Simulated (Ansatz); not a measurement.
hcp against fcc along the 5d metals

All numbers below come from DFT, r2SCAN, plane waves (500 eV) with PAW, scalar-relativistic in Ansatz 0.2.0. The PAW files were generated under PBE, with cores re-solved for the functional.

Each structure is relaxed within its symmetry, in the lowest magnetic state of the tried starts. Differences under about 8 meV lie within the error of the k-point mesh. Some of these cells lie far above the measured volume under this functional.

| element | E(hcp) − E(fcc) (meV/atom) | V(hcp) (Å³/atom) | V(fcc) (Å³/atom) | state of hcp | state of fcc |
| --- | --- | --- | --- | --- | --- |
| Lu | -58 | 29.09 | 29.20 | spin not included | spin not included |
| Hf | -84 | 22.38 | 22.46 | spin not included | spin not included |
| Ta | 62 | 18.49 | 18.62 | spin not included | spin not included |
| W | 14 | 16.31 | 16.22 | spin not included | spin not included |
| Re | -61 | 14.70 | 14.75 | spin not included | spin not included |
| Os | -154 | 14.02 | 14.08 | spin not included | spin not included |
| Ir | 94 | 14.27 | 14.21 | non-magnetic | non-magnetic |
| Pt | 65 | 15.42 | 15.30 | spin not included | spin not included |
| Au | 9 | 17.56 | 17.52 | spin not included | spin not included |
| Hg | -17 | 27.76 | 26.75 | spin not included | spin not included |
